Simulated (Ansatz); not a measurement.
## Stress against strain in PbSe

```yaml
crystal:
  lattice:
    - [0.00000, 3.06215, 3.06215]
    - [3.06215, 0.00000, 3.06215]
    - [3.06215, 3.06215, 0.00000]
  atoms:
    - { symbol: Pb, position: [0.00000, 0.00000, 0.00000] }
    - { symbol: Se, position: [0.50000, 0.50000, 0.50000] }
```

Atoms are numbered in the order listed.

The cell is COD entry 9008695, as deposited and not checked against the literature; nothing was relaxed.

No spin–orbit coupling, which matters for the heavy atoms here.

All numbers below come from Ansatz 0.2.0, DFT, PBEsol, all-electron LAPW, scalar-relativistic.

Sampling and basis: a Γ-centred 9×9×9 k mesh, Fermi–Dirac smearing of 0.01 eV, basis error target 0.25 meV/atom, no spin polarisation.

The strain is applied along the Cartesian axes of the cell as listed (γ is the engineering shear, twice εxy = εyz = εzx). Fractional coordinates are held (clamped ions).

σ is the change of stress from the unstrained cell, which is at -0.58 GPa; tension is positive, so slopes are stress–strain coefficients at that pressure.

Only quantities that a quadratic follows smoothly over the whole series are listed; rougher ones are left out.

```tsv
γ	σxy (GPa)
-0.0300	-0.50
-0.0200	-0.34
0.0000	0.00
0.0100	0.18
0.0200	0.37
0.0300	0.56
```

Task: Fit the series and read off the stiffness at zero strain.

Result: Least-squares fits y = p0 + p1 x + p2 x² to the rows give σxy (GPa): p1 = 17.7, p2 = 33. So C44 (clamped ions) = 18 GPa.

Task: One run, at γ = -0.0100, is withheld. Predict its row.

Result: The fits give -0.17; the run gave -0.17.
